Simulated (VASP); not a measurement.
# NaF (Villiaumite) (Fm-3m) in VASP: a series of runs

The runs below take NaF (Villiaumite) through relaxation of cell and atoms, relaxation of the atoms, with PBE+D3(BJ).

Program: VASP 6.6.1. These are calculated values, not measurements. Logs are shortened: lines on timing, memory, paths and dates and some standing lists are left out, and cuts for length are marked.

## 1. The crystal as given

Symmetry: Fm-3m, No. 225, cubic system. The conventional cell has a = 4.624 Å, b = 4.624 Å, c = 4.624 Å, α = 90.00°, β = 90.00°, γ = 90.00°. Na (site symmetry m-3m) has 6 F at 2.31 Å as nearest neighbours. F (site symmetry m-3m) is surrounded by 6 Na at 2.31 Å.

## 2. Relaxation of cell and atoms, PBE+D3(BJ)

Input file INCAR:

```
SYSTEM = NaF
PREC = Accurate ; ENCUT = 600
EDIFF = 1E-7 ; ISMEAR = 0
SIGMA = 0.03 ; LREAL = .FALSE.
LASPH = .TRUE. ; NELM = 80
ALGO = Normal ; ISIF = 3
LWAVE = .FALSE. ; LCHARG = .FALSE.
GGA = PE ; IVDW = 12
IBRION = 2 ; NSW = 90
EDIFFG = -0.005
```

Input file KPOINTS:

```
Automatic mesh
0
G
  10 10 10
  0 0 0
```

Input file POSCAR:

```
NaF                                     
1.0
    0.0000000000      2.3120303670      2.3120303670
    2.3120303670      0.0000000000      2.3120303670
    2.3120303670      2.3120303670      0.0000000000
  Na              F             
     1     1
Direct
     0.0000000000000000    0.0000000000000000    0.0000000000000000
     0.5000000000000000    0.5000000000000000    0.5000000000000000
```

Potentials or basis: VASP PAW PBE potentials, release 64 (Na_pv, F).

On the command line:

```
cat potpaw_PBE.64/Na_pv/POTCAR potpaw_PBE.64/F/POTCAR > POTCAR
mpirun -np 1 vasp_std > vasp.out
```

OUTCAR:

```text
SYSTEM = NaF
   PREC = Accurate
   ENCUT = 600
   EDIFF = 1E-7
   ISMEAR = 0
   LREAL = .FALSE.
   LASPH = .TRUE.
   NELM = 80
   ISIF = 3
   GGA = PE
   IVDW = 12
   IBRION = 2
   NSW = 90
   EDIFFG = -0.005
 IVDW          = 12

 ion  position               nearest neighbor table
   1  0.000  0.000  0.000-   2 2.31   2 2.31   2 2.31   2 2.31   2 2.31   2 2.31
   2  0.500  0.500  0.500-   1 2.31   1 2.31   1 2.31   1 2.31   1 2.31   1 2.31

  LATTYP: Found a face centered cubic cell.
 ALAT       =     4.6240607340

  Lattice vectors:

 A1 = (   0.0000000000,   2.3120303670,   2.3120303670)
 A2 = (   2.3120303670,   0.0000000000,   2.3120303670)
 A3 = (   2.3120303670,   2.3120303670,   0.0000000000)

Analysis of symmetry for initial positions (statically):
=====================================================================
 Subroutine PRICEL returns:
 Original cell was already a primitive cell.

 Routine SETGRP: Setting up the symmetry group for a
 face centered cubic supercell.

 Subroutine GETGRP returns: Found 48 space group operations
 (whereof 48 operations were pure point group operations)
 out of a pool of 48 trial point group operations.

The static configuration has the point symmetry O_h .

Analysis of symmetry for dynamics (positions and initial velocities):
=====================================================================
 Subroutine PRICEL returns:
 Original cell was already a primitive cell.

 Routine SETGRP: Setting up the symmetry group for a
 face centered cubic supercell.

 Subroutine GETGRP returns: Found 48 space group operations
 (whereof 48 operations were pure point group operations)
 out of a pool of 48 trial point group operations.

The dynamic configuration has the point symmetry O_h .

 Subroutine INISYM returns: Found 48 space group operations
 (whereof 48 operations are pure point group operations),
 and found     1 'primitive' translations

----------------------------------------------------------------------------------------

                                     Primitive cell

  volume of cell :      24.7178

  direct lattice vectors                    reciprocal lattice vectors
     0.000000000  2.312030367  2.312030367    -0.216260135  0.216260135  0.216260135
     2.312030367  0.000000000  2.312030367     0.216260135 -0.216260135  0.216260135
     2.312030367  2.312030367  0.000000000     0.216260135  0.216260135 -0.216260135

  length of vectors
     3.269704702  3.269704702  3.269704702     0.374573542  0.374573542  0.374573542

  position of ions in fractional coordinates (direct lattice)
     0.000000000  0.000000000  0.000000000
     0.500000000  0.500000000  0.500000000

  ion indices of the primitive-cell ions
   primitive index   ion index
                 1           1
                 2           2

----------------------------------------------------------------------------------------

 KPOINTS: Automatic mesh

Automatic generation of k-mesh.
 Grid dimensions read from file:
 generate k-points for:   10   10   10

 Generating k-lattice:

  Cartesian coordinates                     Fractional coordinates (reciprocal lattice)
    -0.021626014  0.021626014  0.021626014     0.100000000  0.000000000  0.000000000
     0.021626014 -0.021626014  0.021626014     0.000000000  0.100000000  0.000000000
     0.021626014  0.021626014 -0.021626014     0.000000000  0.000000000  0.100000000

  Length of vectors
     0.037457354  0.037457354  0.037457354

  Shift w.r.t. Gamma in fractional coordinates (k-lattice)
     0.000000000  0.000000000  0.000000000

 Subroutine IBZKPT returns following result:
 ===========================================

 Found     47 irreducible k-points:

 Following reciprocal coordinates:
            Coordinates               Weight
  0.000000  0.000000  0.000000      1.000000
  0.100000  0.000000  0.000000      8.000000
  0.200000  0.000000  0.000000      8.000000
  0.300000  0.000000  0.000000      8.000000
  0.400000  0.000000  0.000000      8.000000
  0.500000  0.000000  0.000000      4.000000
[... 16 lines left out ...]
  0.300000  0.300000  0.000000      6.000000
  0.400000  0.300000  0.000000     24.000000
 [... further k-points ...]
   k-points           NKPTS =     47   k-points in BZ     NKDIM =     47   number of bands    NBANDS=     11
   number of dos      NEDOS =    301   number of ions     NIONS =      2
   total plane-waves  NPLWV =  21952
   dimension x,y,z NGX =    28 NGY =   28 NGZ =   28
   dimension x,y,z NGXF=    56 NGYF=   56 NGZF=   56
   ions per type =               1   1
   NGX,Y,Z   is equivalent  to a cutoff of  14.24, 14.24, 14.24 a.u.
   NGXF,Y,Z  is equivalent  to a cutoff of  28.47, 28.47, 28.47 a.u.
 SYSTEM =  NaF
   PREC   = accura    normal or accurate (medium, high low for compatibility)
   ISTART =      0    job   : 0-new  1-cont  2-samecut
   ICHARG =      2    charge: 1-file 2-atom 10-const
   ISPIN  =      1    spin polarized calculation?
   LNONCOLLINEAR =      F non collinear calculations
   LSORBIT =      F    spin-orbit coupling
   LASPH  =      T    aspherical Exc in radial PAW
   ENCUT  =  600.0 eV  44.10 Ry    6.64 a.u.   6.53  6.53  6.53*2*pi/ulx,y,z
   NELM   =     80;   NELMIN=  2; NELMDL= -5     # of ELM steps
   EDIFF  = 0.1E-06   stopping-criterion for ELM
   LREAL  =      F    real-space projection
   EDIFFG = -.5E-02   stopping-criterion for IOM
   NSW    =     90    number of steps for IOM
   IBRION =      2    ionic relax: 0-MD 1-quasi-New 2-CG
   NFREE  =      1    steps in history (QN), initial steepest desc. (CG)
   ISIF   =      3    stress and relaxation
   ISYM   =      2    0-nonsym 1-usesym 2-fastsym
   POTIM  = 0.5000    time-step for ionic-motion
   TEBEG  =    0.0;   TEEND  =   0.0 temperature during run
   PSTRESS=    0.0 pullay stress
   NELECT =      14.0000    total number of electrons
   NUPDOWN=      -1.0000    fix difference up-down
   EMIN   =  10.00;   EMAX   =-10.00  energy-range for DOS
   EFERMI =   0.00;   METHOD = LEGACY
   ISMEAR =     0;   SIGMA  =   0.03  broadening in eV -4-tet -1-fermi 0-gaus
   EFERMI_NEDOS =   21; number of points for ismear=-14 and -15
   IALGO  =     38    algorithm
   IMIX   =      4    mixing-type and parameters
     AMIX     =   0.40;   BMIX     =  1.00
     AMIX_MAG =   1.60;   BMIX_MAG =  1.00
  volume/ion in A,a.u.               =      12.36        83.40
  Fermi-wavevector in a.u.,A,eV,Ry     =   1.354505  2.559643 24.962392  1.834684
  Thomas-Fermi vector in A             =   2.481671
   LORBIT       =      0    0 simple, 1 ext, 2 COOP (PROOUT), +10 PAW based schemes
   GGA     = PE    functional components
   LHFCALC =     F    Hartree Fock is set to
   AEXX    =    0.0000 exact exchange contribution
   IVDW    =    12    specifies the selected vdW correction
   LEPSILON=     F    determine dielectric tensor
   LRPA    =     F    only Hartree local field effects (RPA)
 conjugate gradient relaxation of ions
 non-spin polarized calculation
 Gauss-broadening in eV      SIGMA  =   0.03
  energy-cutoff  :      600.00
  volume of cell :       24.72
 maximum number of plane-waves:       869
 NGX is ok and might be reduce to    28
   NGX = 13   NGY = 13   NGZ = 13

 number of electron      14.0000005 magnetization

 Free energy of the ion-electron system (eV)
  ---------------------------------------------------
  ext. energy  EPLUGINS =         0.00000000
  ---------------------------------------------------
  free energy    TOTEN  =        -8.56088715 eV

  energy without entropy =       -8.56088715  energy(sigma->0) =       -8.56088715

 E-fermi :  -1.8249     XC(G=0):  -9.1851

 val. band max:       -2.0588950984   @ k =   0.0000   0.0000   0.0000
 cond. band min:       4.2780962136   @ k =   0.0000   0.0000   0.0000
 fundamental gap:      6.3369913120
 Fermi energy:        -1.8248621110

 k-point     1 :       0.0000    0.0000    0.0000
  band No.  band energies     occupation
      1     -21.2431      2.00000
      2     -20.9841      2.00000
      3     -20.9841      2.00000
      4     -20.9841      2.00000
      5      -2.0589      2.00000
      6      -2.0589      2.00000
      7      -2.0589      2.00000
      8       4.2781      0.00000
      9      16.9661      0.00000
     10      16.9661      0.00000
     11      16.9661      0.00000

 k-point     2 :       0.1000    0.0000    0.0000
  band No.  band energies     occupation
      1     -21.3881      2.00000
      2     -20.9853      2.00000
      3     -20.9853      2.00000
      4     -20.8257      2.00000
      5      -2.2567      2.00000
      6      -2.0840      2.00000
      7      -2.0840      2.00000
      8       4.6375      0.00000
      9      15.6859      0.00000
     10      17.1238      0.00000
     11      17.1238      0.00000

 k-point     3 :       0.2000    0.0000    0.0000
  band No.  band energies     occupation
      1     -21.5824      2.00000
      2     -20.9884      2.00000
      3     -20.9884      2.00000
      4     -20.5961      2.00000
      5      -2.7127      2.00000
      6      -2.1490      2.00000
      7      -2.1490      2.00000
      8       5.5635      0.00000
      9      13.9268      0.00000
     10      17.5205      0.00000
     11      17.5205      0.00000

 k-point     4 :       0.3000    0.0000    0.0000
  band No.  band energies     occupation
      1     -21.7366      2.00000
      2     -20.9922      2.00000
      3     -20.9922      2.00000
      4     -20.3976      2.00000
      5      -3.1928      2.00000
      6      -2.2284      2.00000
      7      -2.2284      2.00000
      8       6.7775      0.00000
      9      12.4221      0.00000
     10      17.9217      0.00000
     11      17.9217      0.00000

 k-point     5 :       0.4000    0.0000    0.0000
  band No.  band energies     occupation
      1     -21.8337      2.00000
      2     -20.9953      2.00000
      3     -20.9953      2.00000
      4     -20.2642      2.00000
      5      -3.5363      2.00000
      6      -2.2918      2.00000
      7      -2.2918      2.00000
      8       8.0214      0.00000
      9      11.1760      0.00000
     10      18.0991      0.00000
     11      18.0991      0.00000
[... 211 lines left out ...]
 k-point    21 :      -0.3000    0.2000    0.0000
  band No.  band energies     occupation
      1     -21.7283      2.00000
      2     -21.0396      2.00000
      3     -20.9967      2.00000
      4     -20.3477      2.00000
      5      -3.3073      2.00000
      6      -2.5799      2.00000
      7      -2.3113      2.00000
      8       8.4005      0.00000
      9      11.7031      0.00000
     10      15.3787      0.00000
     11      18.5022      0.00000

 k-point    22 :      -0.2000    0.2000    0.0000
  band No.  band energies     occupation
      1     -21.6985      2.00000
      2     -21.0252      2.00000
      3     -20.9898      2.00000
      4     -20.4107      2.00000
      5      -3.1340      2.00000
      6      -2.4286      2.00000
      7      -2.2434      2.00000
      8       7.2071      0.00000
      9      12.5105      0.00000
     10      16.0522      0.00000
     11      19.0804      0.00000

 k-point    23 :       0.3000    0.3000    0.0000
  band No.  band energies     occupation
      1     -21.5234      2.00000
      2     -21.0193      2.00000
      3     -21.0193      2.00000
      4     -20.5959      2.00000
      5      -3.1288      2.00000
      6      -2.3352      2.00000
      7      -2.3352      2.00000
      8       7.5554      0.00000
      9      12.3690      0.00000
     10      15.8809      0.00000
     11      17.5338      0.00000

 k-point    24 :       0.4000    0.3000    0.0000
  band No.  band energies     occupation
      1     -21.4967      2.00000
      2     -21.0329      2.00000
      3     -21.0248      2.00000
      4     -20.6054      2.00000
      5      -3.2409      2.00000
      6      -2.4437      2.00000
      7      -2.3874      2.00000
      8       8.5632      0.00000
      9      11.8235      0.00000
     10      14.7458      0.00000
     11      17.6233      0.00000

 [... further k-points ...]

------------------------ aborting loop because EDIFF is reached ----------------------------------------

 Edisp (eV)   -0.34953

 E8    (eV) :    -0.1508

  FORCE on cell =-STRESS in cart. coord.  units (eV):
  Direction    XX          YY          ZZ          XY          YZ          ZX
  --------------------------------------------------------------------------------------
  -------------------------------------------------------------------------------------
  Total      -0.00954    -0.00954    -0.00954     0.00000     0.00000     0.00000
  in kB      -0.61845    -0.61845    -0.61845     0.00000     0.00000     0.00000
  external pressure =       -0.62 kB  Pullay stress =        0.00 kB

 VOLUME and BASIS-vectors are now :
 -----------------------------------------------------------------------------
  energy-cutoff  :      600.00
  volume of cell :       24.72
      direct lattice vectors                 reciprocal lattice vectors
     0.000000000  2.312030367  2.312030367    -0.216260135  0.216260135  0.216260135
     2.312030367  0.000000000  2.312030367     0.216260135 -0.216260135  0.216260135
     2.312030367  2.312030367  0.000000000     0.216260135  0.216260135 -0.216260135

 POSITION                                       TOTAL-FORCE (eV/Angst)
 -----------------------------------------------------------------------------------
      0.00000      0.00000      0.00000        -0.000000     -0.000000     -0.000000
      2.31203      2.31203      2.31203         0.000000      0.000000      0.000000
 -----------------------------------------------------------------------------------
    total drift:                                0.000000      0.000000      0.000000

  FREE ENERGIE OF THE ION-ELECTRON SYSTEM (eV)
  ---------------------------------------------------
  free  energy   TOTEN  =        -8.9104171734 eV

  energy  without entropy=       -8.9104171734  energy(sigma->0) =       -8.91041717

 reached required accuracy - stopping structural energy minimisation
```

Wall time 10 s (1 thread of Intel Xeon 6975P-C (Granite Rapids), shared host); peak memory 0.16 GiB.

What came out:

```yaml
Free_energy: -8.9104 eV
Pressure_after_relaxing: -0.1 GPa
Band_gap_on_the_k_mesh: 6.34 eV, direct
Dispersion_energy_per_atom: -0.175 eV
```

Final structure:
```cif
data_structure
_symmetry_space_group_name_H-M 'P 1'
_symmetry_Int_Tables_number 1
_cell_length_a 3.2697
_cell_length_b 3.2697
_cell_length_c 3.2697
_cell_angle_alpha 60.000
_cell_angle_beta 60.000
_cell_angle_gamma 60.000
_cell_volume 24.72
loop_
_atom_site_label
_atom_site_type_symbol
_atom_site_fract_x
_atom_site_fract_y
_atom_site_fract_z
_atom_site_occupancy
Na1 Na 0.00000 0.00000 0.00000 1
F1 F 0.50000 0.50000 0.50000 1
```

Levels at points of the mesh, in eV from the valence-band top:
```csv
k point,band 5,band 6,band 7,band 8,band 9,band 10
"(0.00, 0.00, 0.00)",0.00,0.00,0.00,6.34,19.03,19.03
"(0.50, 0.00, 0.00)",-1.60,-0.26,-0.26,10.82,12.52,20.18
"(0.50, 0.50, 0.00)",-1.28,-0.41,-0.41,13.21,13.33,13.67
```

Caveat: the relaxation stopped at its first step, so nothing moved. A k mesh can miss the band edges.

(Part 1 of 2 ends here.)
